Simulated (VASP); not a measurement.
A run of VASP 6.6.1 is set up as follows.

File INCAR:

```
SYSTEM = Ag
ALGO = Normal ; EDIFF = 1E-7
EDIFFG = -0.005 ; ENCUT = 480
GGA = PS ; IBRION = 2
ISIF = 3 ; ISMEAR = 0
LASPH = .True. ; LCHARG = .False.
LREAL = .False. ; LWAVE = .False.
NELM = 100 ; NSW = 90
PREC = Accurate ; SIGMA = 0.1
```

The input KPOINTS:

```
k-points
0
Gamma
  18 18 18
  0 0 0
```

File POSCAR:

```
Ag
1.0
    0.0000000000      2.0675000000      2.0675000000
    2.0675000000      0.0000000000      2.0675000000
    2.0675000000      2.0675000000      0.0000000000
Ag
1
Direct
    0.0000000000      0.0000000000      0.0000000000
```

Potentials or basis: VASP PAW PBE potentials, release 64 (Ag).

Command:

```sh
$ cat potpaw_PBE.64/Ag/POTCAR > POTCAR
$ mpirun -np 1 vasp_std > vasp.out
```

What does it give for the relaxed volume?

16.64 Å³/atom.

Predict the band gap on the k mesh.

none (metal or under the smearing width).

Predict the relaxed cell.

a = 2.866 Å, b = 2.866 Å, c = 2.866 Å, α = 60.00°, β = 60.00°, γ = 60.00°.

Step by step:
```csv
step,energy change (eV),largest force (eV/Å),pressure (GPa),volume (Å³)
1,0.0000,0.0000,-6.04,17.68
2,-0.0120,0.0000,4.94,16.03
3,-0.0210,0.0000,-0.02,16.64
```

Caveat: the PAW data sets were made with another functional, which shifts forces and pressure a little.
